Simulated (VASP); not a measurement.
# Pm (Fm-3m) in VASP: a series of runs, part 2 of 2

VASP 6.6.1.

### 5 Single point, LDA, collinear spin, ferromagnetic start

This run uses another cell than the first one, of the same volume but with other edges.

INCAR reads:

```
PREC     = Accurate       # precision mode
ENCUT    = 400            # plane-wave cutoff, eV
EDIFF    = 1E-6           # SCF threshold, eV
ISMEAR   = -1             # smearing method
SIGMA    = 0.2            # smearing width, eV
LREAL    = F              # projectors in reciprocal space
LASPH    = T              # aspherical terms in the spheres
NELM     = 100            # most SCF steps
ALGO     = Normal         # electronic algorithm
ISIF     = 2              # what is computed and relaxed
LWAVE    = F              # write WAVECAR
LCHARG   = F              # write CHGCAR
ISPIN    = 2              # spin polarisation
MAGMOM   = 4              # initial moments
LORBIT   = 11             # projections on sites
LMAXMIX  = 6              # l up to which the mixer works
GGA      = CA             # functional
NBANDS   = 18             # bands
ADDGRID  = F
```

KPOINTS reads:

```
Automatic mesh
0
Gamma
  9 9 9
```

POSCAR reads:

```
Pm
1.0
    0.0000000000      2.5841748100      2.5841748100
    2.5841748100      0.0000000000      2.5841748100
    2.5841748100      2.5841748100      0.0000000000
Pm
1
Direct
    0.0000000000      0.0000000000      0.0000000000
```

Potentials or basis: VASP PAW PBE potentials, release 64 (Pm).

On the command line:

```bash
cat potpaw_PBE.64/Pm/POTCAR > POTCAR
mpirun -np 1 vasp_std > vasp.out
```

OUTCAR:

```text
PREC = Accurate
   ENCUT = 400
   EDIFF = 1E-6
   ISMEAR = -1
   LREAL = F
   LASPH = T
   NELM = 100
   ISIF = 2
   ISPIN = 2
   LORBIT = 11
   GGA = CA

 Found     35 irreducible k-points:

 Following reciprocal coordinates:
            Coordinates               Weight
  0.000000  0.000000  0.000000      1.000000
  0.111111  0.000000  0.000000      8.000000
  0.222222  0.000000  0.000000      8.000000
  0.333333  0.000000  0.000000      8.000000
  0.444444  0.000000  0.000000      8.000000
  0.111111  0.111111  0.000000      6.000000
   k-points           NKPTS =     35   k-points in BZ     NKDIM =     35   number of bands    NBANDS=     18
   number of dos      NEDOS =    301   number of ions     NIONS =      1
   total plane-waves  NPLWV =  13824
   dimension x,y,z NGX =    24 NGY =   24 NGZ =   24
   dimension x,y,z NGXF=    48 NGYF=   48 NGZF=   48
   ions per type =               1
   NGX,Y,Z   is equivalent  to a cutoff of  10.92, 10.92, 10.92 a.u.
   NGXF,Y,Z  is equivalent  to a cutoff of  21.84, 21.84, 21.84 a.u.
 SYSTEM =  unknown system
   PREC   = accura    normal or accurate (medium, high low for compatibility)
   ISTART =      0    job   : 0-new  1-cont  2-samecut
   ICHARG =      2    charge: 1-file 2-atom 10-const
   ISPIN  =      2    spin polarized calculation?
   LNONCOLLINEAR =      F non collinear calculations
   LSORBIT =      F    spin-orbit coupling
   LASPH  =      T    aspherical Exc in radial PAW
   ENCUT  =  400.0 eV  29.40 Ry    5.42 a.u.   5.96  5.96  5.96*2*pi/ulx,y,z
   NELM   =    100;   NELMIN=  2; NELMDL= -5     # of ELM steps
   EDIFF  = 0.1E-05   stopping-criterion for ELM
   LREAL  =      F    real-space projection
   EDIFFG = 0.1E-04   stopping-criterion for IOM
   NSW    =      0    number of steps for IOM
   IBRION =     -1    ionic relax: 0-MD 1-quasi-New 2-CG
   NFREE  =      0    steps in history (QN), initial steepest desc. (CG)
   ISIF   =      2    stress and relaxation
   ISYM   =      2    0-nonsym 1-usesym 2-fastsym
   POTIM  = 0.5000    time-step for ionic-motion
   TEBEG  =    0.0;   TEEND  =   0.0 temperature during run
   PSTRESS=    0.0 pullay stress
   NELECT =      15.0000    total number of electrons
   NUPDOWN=      -1.0000    fix difference up-down
   EMIN   =  10.00;   EMAX   =-10.00  energy-range for DOS
   EFERMI =   0.00;   METHOD = LEGACY
   ISMEAR =    -1;   SIGMA  =   0.20  broadening in eV -4-tet -1-fermi 0-gaus
   EFERMI_NEDOS =   21; number of points for ismear=-14 and -15
   IALGO  =     38    algorithm
   IMIX   =      4    mixing-type and parameters
     AMIX     =   0.40;   BMIX     =  1.00
     AMIX_MAG =   1.60;   BMIX_MAG =  1.00
  volume/ion in A,a.u.               =      34.51       232.91
[... 25 lines left out ...]

 E-fermi :   5.5693     XC(G=0): -10.0603

 val. band max:        5.5660543921   @ k =  -0.2222   0.2222   0.0000
 cond. band min:       5.5766062910   @ k =  -0.3333   0.1111   0.0000
 fundamental gap:      0.0105518990
 Fermi energy:         5.5692979390

 spin component 1

 k-point     1 :       0.0000    0.0000    0.0000
  band No.  band energies     occupation
      1     -32.8829      1.00000
      2     -12.9086      1.00000
      3     -12.9086      1.00000
      4     -12.9086      1.00000
      5       1.4259      1.00000
      6       5.1173      0.90550
[... 103 lines left out ...]
      5       1.8955      1.00000
      6       5.0843      0.91870
[... 10 lines left out ...]
     17       9.8996      0.00000
     18      15.8026      0.00000

 [... further k-points ...]

 spin component 2

 k-point     1 :       0.0000    0.0000    0.0000
  band No.  band energies     occupation
      1     -30.9303      1.00000
      2     -11.3340      1.00000
      3     -11.3340      1.00000
      4     -11.3340      1.00000
      5       2.1341      1.00000
      6       7.7569      0.00002
[... 103 lines left out ...]
      5       2.6208      1.00000
      6       7.1899      0.00030
[... 10 lines left out ...]
     17      10.8428      0.00000
     18      16.7778      0.00000

 [... further k-points ...]

------------------------ aborting loop because EDIFF is reached ----------------------------------------

  FORCE on cell =-STRESS in cart. coord.  units (eV):
  Direction    XX          YY          ZZ          XY          YZ          ZX
  --------------------------------------------------------------------------------------
  -------------------------------------------------------------------------------------
  Total       -0.5868727     -0.5868727     -0.5868727     -0.0000000      0.0000000     -0.0000000
  in kB      -27.2432434    -27.2432434    -27.2432434     -0.0000000      0.0000000     -0.0000000
  external PRESSURE =     -27.2432434 kB  Pullay stress =       0.0000000 kB

 VOLUME and BASIS-vectors are now :
 -----------------------------------------------------------------------------
  energy-cutoff  :      400.00
  volume of cell :       34.51
      direct lattice vectors                 reciprocal lattice vectors
     0.000000000  2.584174810  2.584174810    -0.193485363  0.193485363  0.193485363
     2.584174810  0.000000000  2.584174810     0.193485363 -0.193485363  0.193485363
     2.584174810  2.584174810  0.000000000     0.193485363  0.193485363 -0.193485363

 POSITION                                       TOTAL-FORCE (eV/Angst)
 -----------------------------------------------------------------------------------
      0.00000      0.00000      0.00000         0.000000      0.000000     -0.000000
 -----------------------------------------------------------------------------------
    total drift:                                0.000000      0.000000      0.000000

  FREE ENERGIE OF THE ION-ELECTRON SYSTEM (eV)
  ---------------------------------------------------
  free  energy   TOTEN  =        -8.4698524828 eV

  energy  without entropy=       -7.5344763493  energy(sigma->0) =       -8.00216442

 total charge

# of ion       s       p       d       f       tot
--------------------------------------------------
    1        2.043   5.483   0.500   4.386  12.413

 magnetization (x)

# of ion       s       p       d       f       tot
--------------------------------------------------
    1       -0.000   0.024   0.162   4.368   4.554
```

Run time: 13 s. Hardware: 1 thread of Intel Xeon 6975P-C (Granite Rapids), shared host; peak memory 0.15 GiB.

These settings aren't checked as converged: the numbers below hold their error.

What came out:

- Free energy: -8.4699 eV
- Pressure: -2.7 GPa
- Band gap on the k mesh: none (metal or under the smearing width)
- Net moment: 5.09 μB per cell
- Site moments: Pm +4.55 μB
- Valence electrons inside the program's atomic spheres: Pm 12.41

Caveat: the cutoff is under 1.25 times the usual one of these potentials, so pressure, stress and relaxed cells hold a basis-set (Pulay) error; the magnetic or orbital state may not be the lowest; the PAW data sets were made with another functional, which shifts forces and pressure a little; spin-orbit coupling is left out, which moves the levels of the heavy elements.

### 6 For comparison

An earlier run on the cell as given: functional PBE; potentials or basis VASP PAW PBE potentials, release 64 (Pm); cutoff 520 eV; k mesh 9 × 9 × 9; occupations fermi-dirac, width 0.05 eV; collinear spin, ferromagnetic start; starting moments [4.0] μB.

* Pressure: 1.1 GPa
* Band gap on the k mesh: none (metal or under the smearing width)
* Net moment: 5.45 μB per cell
* Site moments: Pm +4.67 μB
* Valence electrons inside the program's atomic spheres: Pm 12.42
